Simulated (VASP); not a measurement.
# P (Im-3m) in VASP: further runs, part 2 of 2

VASP 6.6.1. The steps go on from the part before.

## Step 3: Single point, PBE

This run uses another cell than the first one, of 24.34 Å³/atom, 1.317 times its volume.

Input file INCAR:

```
  ALGO = Fast
  EDIFF = 1E-6
  ENCUT = 520
  GGA = PE
  ISIF = 2
  ISMEAR = 0
  LASPH = True
  LCHARG = False
  LREAL = False
  LWAVE = False
  NBANDS = 24
  NELM = 100
  PREC = Accurate
  SIGMA = 0.1
```

Input file KPOINTS:

```
k-points
0
Gamma
  4 4 4
```

Input file POSCAR:

```
P
1.0
   -3.3172838558      3.3172838558      3.3172838558
    3.3172838558     -3.3172838558      3.3172838558
    3.3172838558      3.3172838558     -3.3172838558
P
6
Direct
    0.7500000000      0.2500000000      0.5000000000
    0.2500000000      0.7500000000      0.5000000000
    0.5000000000      0.2500000000      0.7500000000
    0.7500000000      0.5000000000      0.2500000000
    0.5000000000      0.7500000000      0.2500000000
    0.2500000000      0.5000000000      0.7500000000
```

Potentials or basis: VASP PAW PBE potentials, release 64 (P).

Started as:

```
> cat potpaw_PBE.64/P/POTCAR > POTCAR
> mpirun -np 1 vasp_std > vasp.out
```

OUTCAR:

```text
EDIFF = 1E-6
   ENCUT = 520
   GGA = PE
   ISIF = 2
   ISMEAR = 0
   LASPH = True
   LREAL = False
   NELM = 100
   PREC = Accurate

 ion  position               nearest neighbor table
   1  0.750  0.250  0.500-   3 2.35   4 2.35   6 2.35   5 2.35
   2  0.250  0.750  0.500-   5 2.35   6 2.35   3 2.35   4 2.35
   3  0.500  0.250  0.750-   1 2.35   4 2.35   6 2.35   2 2.35
   4  0.750  0.500  0.250-   1 2.35   5 2.35   3 2.35   2 2.35
   5  0.500  0.750  0.250-   2 2.35   4 2.35   6 2.35   1 2.35
   6  0.250  0.500  0.750-   2 2.35   3 2.35   5 2.35   1 2.35

  LATTYP: Found a body centered cubic cell.
 ALAT       =     6.6345677116

  Lattice vectors:

 A1 = (  -3.3172838558,   3.3172838558,   3.3172838558)
 A2 = (   3.3172838558,  -3.3172838558,   3.3172838558)
 A3 = (   3.3172838558,   3.3172838558,  -3.3172838558)

Analysis of symmetry for initial positions (statically):
=====================================================================
[... 165 lines left out ...]

 E-fermi :   4.5066     XC(G=0):  -8.4035

 val. band max:        4.3121979407   @ k =  -0.2500   0.2500   0.2500
 cond. band min:       4.5381611749   @ k =   0.2500   0.2500   0.2500
 fundamental gap:      0.2259632342
 Fermi energy:         4.5066245748

 k-point     1 :       0.0000    0.0000    0.0000
  band No.  band energies     occupation
      1     -10.8074      2.00000
      2      -6.6752      2.00000
      3      -6.6752      2.00000
      4      -6.6752      2.00000
      5      -6.2264      2.00000
      6      -6.2264      2.00000
[... 205 lines left out ...]
     23       7.6271      0.00000
     24       8.1766      0.00000

------------------------ aborting loop because EDIFF is reached ----------------------------------------

  FORCE on cell =-STRESS in cart. coord.  units (eV):
  Direction    XX          YY          ZZ          XY          YZ          ZX
  --------------------------------------------------------------------------------------
  -------------------------------------------------------------------------------------
  Total        0.0780364      0.0780364      0.0780364     -0.0000000     -0.0000000      0.0000000
  in kB        0.8562489      0.8562489      0.8562489     -0.0000000     -0.0000000      0.0000000
  external PRESSURE =       0.8562489 kB  Pullay stress =       0.0000000 kB

 VOLUME and BASIS-vectors are now :
 -----------------------------------------------------------------------------
  energy-cutoff  :      520.00
  volume of cell :      146.02
      direct lattice vectors                 reciprocal lattice vectors
    -3.317283856  3.317283856  3.317283856     0.000000000  0.150725721  0.150725721
     3.317283856 -3.317283856  3.317283856     0.150725721  0.000000000  0.150725721
     3.317283856  3.317283856 -3.317283856     0.150725721  0.150725721  0.000000000

 POSITION                                       TOTAL-FORCE (eV/Angst)
 -----------------------------------------------------------------------------------
     -0.00000      3.31728      1.65864         0.000000      0.000000     -0.000000
      3.31728     -0.00000      1.65864        -0.000000     -0.000000      0.000000
      1.65864      3.31728      0.00000        -0.000000     -0.000000      0.000000
     -0.00000      1.65864      3.31728        -0.000000     -0.000000      0.000000
      1.65864     -0.00000      3.31728        -0.000000     -0.000000     -0.000000
      3.31728      1.65864      0.00000         0.000000      0.000000      0.000000
 -----------------------------------------------------------------------------------
    total drift:                               -0.000000     -0.000000      0.000000

  FREE ENERGIE OF THE ION-ELECTRON SYSTEM (eV)
  ---------------------------------------------------
  free  energy   TOTEN  =       -29.1099714665 eV

  energy  without entropy=      -29.1000687942  energy(sigma->0) =      -29.10502013
```

stdout:

```text
POSCAR found type information on POSCAR P
 POSCAR found :  1 types and       6 ions
 scaLAPACK will be used
 LDA part: xc-table for (Slater+PW92), standard interpolation
 POSCAR, INCAR and KPOINTS ok, starting setup
 FFT: planning ... GRIDC
 FFT: planning ... GRID_SOFT
 FFT: planning ... GRID
 WAVECAR not read
 entering main loop
```

It took 29 s on 1 thread of Intel Xeon 6975P-C (Granite Rapids), shared host; peak memory 0.3 GiB.

Results:

```yaml
Free_energy: -29.1100 eV
Pressure: 0.1 GPa
Band_gap_on_the_k_mesh: none (metal or under the smearing width)
```

## Step 4: Relaxation of cell and atoms, PBE

Input file INCAR:

```
  ALGO = Normal
  EDIFF = 1E-7
  EDIFFG = -0.04
  ENCUT = 600
  GGA = PE
  IBRION = 2
  ISIF = 3
  ISMEAR = 0
  LASPH = True
  LCHARG = False
  LREAL = False
  LWAVE = False
  NELM = 80
  NSW = 90
  PREC = Accurate
  SIGMA = 0.1
```

KPOINTS is that of step 3.

Edit POSCAR of step 3 so:

```diff
@@ -2,5 +2,5 @@
 1.0
-   -3.3172838558      3.3172838558      3.3172838558
-    3.3172838558     -3.3172838558      3.3172838558
-    3.3172838558      3.3172838558     -3.3172838558
+   -3.0264170200      3.0264170200      3.0264170200
+    3.0264170200     -3.0264170200      3.0264170200
+    3.0264170200      3.0264170200     -3.0264170200
 P
```

Started as:

```
> cat potpaw_PBE.64/P/POTCAR > POTCAR
> mpirun -np 1 vasp_std > vasp.out
```

Wall time 52 s (1 thread of Intel Xeon 6975P-C (Granite Rapids), shared host); peak memory 0.25 GiB.

Results (log left out):

```
Free energy                            : -29.1058 eV
Relaxed volume                         : 24.46 Å³/atom
Relaxed cell                           : a = 5.755 Å, b = 5.755 Å, c = 5.755 Å, α = 109.47°, β = 109.47°, γ = 109.47°
Space group after relaxing (to 0.05 Å) : Im-3m (No. 229)
Energy gained by relaxing              : 222.8 meV/atom
Ionic steps                            : 4
Pressure after relaxing                : -0.1 GPa
Band gap on the k mesh                 : none (metal or under the smearing width)
```

Step by step:
```
step  energy change (eV)  largest force (eV/Å)  pressure (GPa)  volume (Å³)
   1              0.0000                0.0000           14.43       110.88
   2             -1.2960                0.0000            2.07       139.78
   3             -1.2562                0.0000           -2.45       156.31
   4             -1.3366                0.0000           -0.12       146.73
```

Final structure:
```
P
1.0
    -3.32270    3.32270    3.32270
     3.32270   -3.32270    3.32270
     3.32270    3.32270   -3.32270
P
6
Direct
  0.75000 0.25000 0.50000
  0.25000 0.75000 0.50000
  0.50000 0.25000 0.75000
  0.75000 0.50000 0.25000
  0.50000 0.75000 0.25000
  0.25000 0.50000 0.75000
```

Levels at points of the mesh, in eV from the Fermi level:
```csv
k point,band 12,band 13,band 14,band 15,band 16,band 17,band 18,band 19
"(0.00, 0.00, 0.00)",-4.75,-1.13,-1.13,-0.23,-0.23,-0.23,1.86,3.40
"(0.50, 0.00, 0.00)",-3.82,-1.42,-0.80,0.11,0.24,0.54,0.74,0.97
"(0.50, 0.50, 0.50)",-3.30,-3.30,-2.17,-2.17,-2.17,2.16,2.16,2.39
```

Caveat: the k mesh is coarse (spacing up to 0.37 Å⁻¹), so the values aren't converged; the volume moved by over 15 % at a fixed basis, so the end points are rough.

## Step 5: Overview

| task | cell | cutoff (eV) | mesh quality | gap on the mesh (eV) | pressure (GPa) |
| --- | --- | --- | --- | --- | --- |
| single point | Im-3m, 18.48 Å³/atom | 520 | coarse | none | 14.4 |
| single point | Im-3m, 24.34 Å³/atom | 520 | not flagged | none | 0.1 |
| relaxation of cell and atoms | relaxed | 600 | coarse | none | -0.1 |

Alike in all rows: level PBE; potentials or basis VASP PAW PBE potentials, release 64 (P); no spin polarisation; k mesh 4 × 4 × 4; smearing gaussian 0.1 eV.

Caveats: some runs use coarse meshes; the volume moved by over 15 % at a fixed basis, so the end points are rough (some runs).

Total energies depend on the potentials used, so only differences within one code and one set of settings carry meaning.
